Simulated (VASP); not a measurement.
Write the native input for VASP 6.6.1 that does the following.

- Task: single point
- Functional: PBEsol
- Potentials or basis: VASP PAW PBE potentials, release 64 (Ti_sv, O)
- Cutoff: 520 eV
- k mesh: 7 × 7 × 6
- Occupations: gaussian, width 0.05 eV
- Spin: collinear spin, zero start
- Starting moments: [0.0, 0.0] μB
- Hubbard terms: Ti d U = 4 eV
- Further INCAR settings: ALGO = Normal; EDIFF = 1e-06; NBANDS = 20

The structure of TiO lies in POSCAR:

```
TiO
1.0
    3.0094341500      0.0000000000      0.0000000000
   -1.5047170800      2.6062464300      0.0000000000
    0.0000000000      0.0000000000      2.9370586300
Ti O
1 1
Direct
    0.0000000000      0.0000000000      0.0000000000
    0.6666666667      0.3333333333      0.5000000000
```

The cell comes from a database or a generator and needn't be the stable form of this composition.

These files were run (other wordings do the same):

INCAR

```
SYSTEM = TiO
  ALGO = Normal
  EDIFF = 1E-6
  ENCUT = 520
  GGA = PS
  ISIF = 2
  ISMEAR = 0
  ISPIN = 2
  LASPH = .True.
  LCHARG = .True.
  LDAU = .True.
  LDAUJ = 0 0
  LDAUL = 2 -1
  LDAUPRINT = 1
  LDAUTYPE = 2
  LDAUU = 4 0
  LELF = .True.
  LMAXMIX = 4
  LORBIT = 11
  LREAL = .False.
  LVHAR = .True.
  LWAVE = .False.
  MAGMOM = 0 0
  NBANDS = 20
  NELM = 80
  PREC = Accurate
  SIGMA = 0.05
```

KPOINTS

```
k-points
0
Gamma
  7 7 6
  0 0 0
```

Potentials or basis: VASP PAW PBE potentials, release 64 (Ti_sv, O).

Launch:

```sh
$ cat potpaw_PBE.64/Ti_sv/POTCAR potpaw_PBE.64/O/POTCAR > POTCAR
$ mpirun -np 1 vasp_std > vasp.out
```

It gave:

| Quantity | Value |
| --- | --- |
| Pressure | -25.4 GPa |
| Band gap on the k mesh | none (metal or under the smearing width) |
| Net moment | 0.00 μB per cell |
| Valence electrons inside the program's atomic spheres | Ti 10.05; O 4.95 |

Caveat: the PAW data sets were made with another functional, which shifts forces and pressure a little.

Run time: 12 s on 1 thread of Intel(R) Xeon(R) 6975P-C (Granite Rapids), with other jobs on the host, peak memory 0.15 GiB.
